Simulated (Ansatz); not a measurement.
A series in volume per atom on Sc

Results calculated with Ansatz 0.2.0, not measured. Periodic Kohn-Sham DFT of a crystal at fixed atoms; pressure and stress are positive in compression; the energy is the free energy less that of spherical unpolarised free atoms; site moments are those in the method's own spheres, positive along +z.

Cell of the first row (space group I4/mmm, No. 139):
```
cell vectors (Å)
  -1.8784     1.8784     1.6828
   1.8784    -1.8784     1.6828
   1.8784     1.8784    -1.6828
atoms (fractions of the cell vectors)
Sc  0.00000  0.00000  0.00000
```

Settings of every row: method all-electron LAPW; functional LDA; relativity scalar; k mesh 13x13x13; filling fermi-dirac; smearing width 0.03 eV; basis error target 1 meV/atom; nucleus gaussian.

Atom start moment: 0 on all atoms.

Limits: the cell comes from a prototype or a list of computed structures and needn't be the stable phase.

```csv
row,volume per atom (Å³),pressure (GPa),energy less free atoms (eV/atom)
1,23.751,-2.666,-4.9876
2,24.748,?,?
3,25.253,-5.428,-4.949
4,25.758,-6.192,-4.9307
5,26.769,-7.514,-4.8873
```

Question: what pressure and energy less free atoms should row 2 give?

Worked fit of pressure. Take u = (V_r/V)^(2/3) − 1 with V_r = 25.505 Å³ an atom, which is twice the finite (Eulerian) strain; such expansions in the strain, on which the Birch-Murnaghan equation of state is built, carry the rest volume and the bulk modulus. The shown rows have u = 0.04865, 0.00664, -0.00656, -0.03173. Least squares give pressure = −5.8185 + 57.919 × u + 141.41 × u² GPa; a straight line predicts inner rows, each left out in turn, worse (root mean square 0.14 against 0.00072 GPa). All shown rows lie on it to the printed digit. The withheld row has u = 0.02029, so the fit gives −5.8185 + 57.919 × (0.02029) + 141.41 × (0.02029)² = -4.585 GPa.

The calculation gave -4.586 GPa. The fit lies 0.001 GPa (0.021 % of the column's range) above it, one unit of the last digit.

Worked fit of energy less free atoms. Take u = (V_r/V)^(2/3) − 1 with V_r = 25.505 Å³ an atom, which is twice the finite (Eulerian) strain; such expansions in the strain, on which the Birch-Murnaghan equation of state is built, carry the rest volume and the bulk modulus. The shown rows have u = 0.04865, 0.00664, -0.00656, -0.03173. Least squares give energy less free atoms = −4.94017 − 1.3931 × u + 8.595 × u² eV/atom; a straight line predicts inner rows, each left out in turn, worse (root mean square 0.0087 against 8.4e-05 eV/atom). All shown rows lie on it to the printed digit. The withheld row has u = 0.02029, so the fit gives −4.94017 − 1.3931 × (0.02029) + 8.595 × (0.02029)² = -4.9649 eV/atom.

The calculation gave -4.9648 eV/atom. The fit lies 0.0001 eV/atom (0.1 % of the column's range) below it, one unit of the last digit.
